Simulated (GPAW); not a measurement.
Wanted: an ASE script for a GPAW 26.7.0 run.

```yaml
Task: single point
Functional: PBEsol
Potentials_or_basis: PAW data sets generated in the run's folder for this functional
Cutoff: 600 eV
Basis: pw
k_mesh: 11 × 11 × 11
Occupations: fermi-dirac, width 0.05 eV
Spin: no spin polarisation
Maxiter: 150
```

The system is Ag.

```
Ag
1.0
    -0.00622    2.03863    2.06720
     2.01497    0.04695    2.01403
     2.08560    2.05608   -0.02368
Ag
1
Direct
  0.00221 0.02855 0.98957
```

The cell isn't the ideal one: cell strained at random at fixed volume.

These files were run (other wordings do the same):

run.py

```python
from ase import Atoms
from ase.dft.bandgap import bandgap
from ase.io import write
from ase.units import GPa
from gpaw import GPAW, PW, setup_paths

setup_paths.insert(0, '.')

atoms = Atoms(['Ag'],
              cell=[[-0.006223, 2.038628, 2.0672],
                    [2.014973, 0.046946, 2.01403],
                    [2.085595, 2.05608, -0.023676]],
              scaled_positions=[[0.002206, 0.028552, -0.010434]],
              pbc=True)

calc = GPAW(mode=PW(600),
            xc='PBEsol',
            kpts={'size': (11, 11, 11), 'gamma': True},
            occupations={'name': 'fermi-dirac', 'width': 0.05},
            nbands=18,
            convergence={'density': 1e-05, 'energy': 1e-05},
            maxiter=150,
            txt='gpaw.txt')
atoms.calc = calc
energy = atoms.get_potential_energy()
forces = atoms.get_forces()
stress = atoms.get_stress()
calc.write('gs.gpw')
write('result.traj', atoms)
print(f'Energy: {energy:.6f} eV')
print('Forces (eV/A):')
print(forces.round(4))
print('Stress (GPa):', (stress / GPa).round(3))
print('Fermi level:', round(calc.get_fermi_level(), 4), 'eV')
print(f'Gap: {bandgap(calc)[0]:.4f} eV, direct: {bandgap(calc, direct=True)[0]:.4f} eV')
```

Potentials or basis: PAW data sets generated in the run's folder for this functional, pw.

The run is started by

```bash
$ gpaw-setup -f PBEsol Ag
$ OMP_NUM_THREADS=1 python run.py
```

Results of the run:

```yaml
Pressure: -2.5 GPa
Band_gap_on_the_k_mesh: none (metal or under the smearing width)
```

Run time: 2.6 min on 1 thread of AMD EPYC 7R43 64-Core Processor (Zen 3), on a shared host, peak memory 0.29 GiB.
